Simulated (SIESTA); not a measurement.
MgO2:

```
Mg O
1.0
     4.82861    0.00000    0.00000
     0.00000    4.82861    0.00000
     0.00000    0.00000    4.82861
Mg O
4 8
Direct
  0.00000 0.00000 0.00000
  0.50000 0.00000 0.50000
  0.50000 0.50000 0.00000
  0.00000 0.50000 0.50000
  0.58942 0.91058 0.08942
  0.91058 0.08942 0.58942
  0.08942 0.58942 0.91058
  0.41058 0.41058 0.41058
  0.58942 0.58942 0.58942
  0.91058 0.41058 0.08942
  0.08942 0.91058 0.41058
  0.41058 0.08942 0.91058
```

The cell is a database's computed one.

* Program: SIESTA 5.4.2
* Task: single point
* Functional: PBEsol
* Potentials or basis: PseudoDojo 0.4 standard (PBEsol files)
* Basis: DZP (energy shift 0.003 Ry; two zetas on semicore shells)
* Grid cutoff: 800 Ry
* Energy shift: 0.003 Ry
* k mesh: 6 × 6 × 6
* Occupations: fermi-dirac, width 0.05 eV
* Spin: no spin polarisation

On this cell: pressure 3.9 GPa; largest force 0.122 eV/Å; band gap on the k mesh 3.74 eV, indirect (least direct gap 3.86 eV).

The same run follows on a disturbed copy (atoms moved at random, drawn with an rms of 0.05 Å):

```
Mg O
1.0
     4.82861    0.00000    0.00000
     0.00000    4.82861    0.00000
     0.00000    0.00000    4.82861
Mg O
4 8
Direct
  0.99541 0.99090 0.99111
  0.49758 0.99055 0.49921
  0.49724 0.49242 0.99646
  0.00467 0.50354 0.49738
  0.59328 0.90265 0.08169
  0.90436 0.08847 0.58719
  0.09110 0.58749 0.91509
  0.42535 0.41095 0.39845
  0.58653 0.59499 0.59788
  0.90832 0.42357 0.09816
  0.09119 0.90241 0.41806
  0.41283 0.08459 0.90660
```

**Question.** What changes?

**Answer.** The energy moves by +16.4 meV/atom; pressure 4.2 GPa; largest force 1.149 eV/Å; band gap on the k mesh 3.42 eV, indirect (least direct gap 3.54 eV).

Forces in eV/Å, atoms in the order of the input:
```
Mg   0.255  0.526  0.496
Mg   0.126  0.473 -0.321
Mg   0.216  0.152 -0.031
Mg  -0.118 -0.467  0.384
O   -0.389  0.208  0.099
O    0.548 -0.139 -0.213
O    0.100 -0.024 -0.363
O   -0.287  0.145  1.091
O    0.050 -0.834 -0.788
O   -0.003 -0.808 -0.339
O   -0.395  0.801 -0.265
O   -0.098 -0.039  0.254
```

Stress tensor (GPa, compression positive):
```
 3.79  1.37 -0.21
 1.37  4.29 -1.90
-0.21 -1.90  4.46
```

Caveats: the basis of atomic orbitals isn't converged, which shifts pressures, moduli and gaps.

A k mesh can miss the band edges.
